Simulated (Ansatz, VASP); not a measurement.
**Al in VASP and in Ansatz**

File POSCAR:

```
Al
1.0
    0.0000000000      2.0248050000      2.0248050000
    2.0248050000      0.0000000000      2.0248050000
    2.0248050000      2.0248050000      0.0000000000
Al
1
Direct
    0.0000000000      0.0000000000      0.0000000000
```

File INCAR.step1:

```
SYSTEM = Al
PREC = Accurate ; ENCUT = 520
EDIFF = 1E-5 ; ISMEAR = -1
SIGMA = 0.05 ; LREAL = .FALSE.
LASPH = .TRUE. ; NELM = 60
ALGO = Normal ; ISIF = 2
LWAVE = .TRUE. ; LCHARG = .FALSE.
GGA = PE
```

INCAR.step2

```
SYSTEM = Al
PREC = Accurate ; ENCUT = 520
EDIFF = 1E-6 ; ISMEAR = -1
SIGMA = 0.05 ; LREAL = .FALSE.
LASPH = .TRUE. ; NELM = 60
ALGO = Normal ; ISIF = 2
LWAVE = .FALSE. ; LCHARG = .FALSE.
GGA = PE ; LHFCALC = .TRUE.
AEXX = 0.25 ; PRECFOCK = Fast
HFRCUT = -1 ; ISTART = 1
```

The input KPOINTS:

```
regular mesh
0
G
  6 6 6
  0 0 0
```

KPOINTS_OPT

```
path GXWKGLUWLK,UX
8
line-mode
reciprocal
 0.0000000000  0.0000000000  0.0000000000  G
 0.5000000000  0.0000000000  0.5000000000  X

 0.5000000000  0.0000000000  0.5000000000  X
 0.5000000000  0.2500000000  0.7500000000  W

 0.5000000000  0.2500000000  0.7500000000  W
 0.3750000000  0.3750000000  0.7500000000  K

 0.3750000000  0.3750000000  0.7500000000  K
 0.0000000000  0.0000000000  0.0000000000  G

 0.0000000000  0.0000000000  0.0000000000  G
 0.5000000000  0.5000000000  0.5000000000  L

 0.5000000000  0.5000000000  0.5000000000  L
 0.6250000000  0.2500000000  0.6250000000  U

 0.6250000000  0.2500000000  0.6250000000  U
 0.5000000000  0.2500000000  0.7500000000  W

 0.5000000000  0.2500000000  0.7500000000  W
 0.5000000000  0.5000000000  0.5000000000  L

 0.5000000000  0.5000000000  0.5000000000  L
 0.3750000000  0.3750000000  0.7500000000  K

 0.6250000000  0.2500000000  0.6250000000  U
 0.5000000000  0.0000000000  0.5000000000  X
```

input.yaml

```yaml
crystal:
  lattice:
    - [0.0, 2.024805, 2.024805]
    - [2.024805, 0.0, 2.024805]
    - [2.024805, 2.024805, 0.0]
  atoms:
    - { symbol: Al, position: [0.0, 0.0, 0.0] }
hamiltonian:
  xc: pbe0
  pseudopotentials: { kind: paw }
kpoints:
  mp_grid: { grid: [6, 6, 6] }
scf:
  occupations: { method: fermi_dirac, width: 0.05 }
output:
  forces: true
  stress: true
  eigenvalues: true
  write_density: true
  write_potential: true
  elf: true
  volumetric_format: npy
```

Alike in both runs: functional PBE0; k mesh 6 × 6 × 6; occupations fermi-dirac, width 0.05 eV; no spin polarisation.

|  | VASP | Ansatz |
| --- | --- | --- |
| version | VASP 6.6.1 | Ansatz 0.2.0 |
| potentials or method | VASP PAW PBE potentials, release 64 (Al) | Ansatz PAW |
| plane-wave cutoff (eV) | 520 | 420 |
| valence electrons in the cell | 3 | 3 |
| task | band structure | single point |

|  | VASP | Ansatz | Ansatz less VASP |
| --- | --- | --- | --- |
| gap on the k mesh at the Fermi level (eV) | none | none | - |
| pressure (GPa) | -1.5 | -1.2 | +0.31 |

A gap of «none» marks a metal or a gap that the smearing closes.

Caveats: the k mesh is coarse (spacing up to 0.45 Å⁻¹), so the values aren't converged, least of all with exact exchange; the PAW data sets were made with another functional, which shifts forces and pressure a little (VASP); the PAW data sets come from PBE, with cores solved anew for the run's functional, which leaves a small shift of forces and pressure (Ansatz); the thresholds are loose for stress (Ansatz).
